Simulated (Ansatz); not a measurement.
Crystal: FeO.

```
CELL_PARAMETERS angstrom
3.04589 0.00000 0.00000
0.00000 3.04589 0.00000
0.00000 0.00000 5.46421
ATOMIC_POSITIONS crystal
Fe 0.50000 0.00000 0.50000
Fe 0.00000 0.50000 0.00000
O 0.50000 0.50000 0.25000
O 0.50000 0.50000 0.75000
```

The cell comes from a database or a generator and needn't be the stable form of this composition.

Base run:

* Program: Ansatz 0.2.0
* Functional: PBEsol
* Potentials or basis: Ansatz PAW
* Cutoff: 420 eV (not typed: the program's choice for these potentials)
* k mesh: 9 × 9 × 5
* Occupations: fermi-dirac, width 0.05 eV
* Spin: no spin polarisation

Its results: band gap on the k mesh none (metal or under the smearing width); pressure -37.5 GPa.

Q: The run is repeated on the same cell with these changes: spin from no spin polarisation to collinear spin, antiferromagnetic start. What comes out?

A: Band gap on the k mesh none (metal or under the smearing width); pressure -18.4 GPa; net moment 0.00 μB per cell; site moments Fe +3.13, -3.13; O -0.00 μB.

Caveats: semilocal functionals often make such compounds metallic where correlation or magnetic order opens a gap, which also shifts bond lengths; the PAW data sets come from PBE, with cores solved anew for the run's functional, which leaves a small shift of forces and pressure; a pressure of tens of GPa on the cell as given is suspect, and the run, the potentials or the cell itself is likely at fault (some runs).
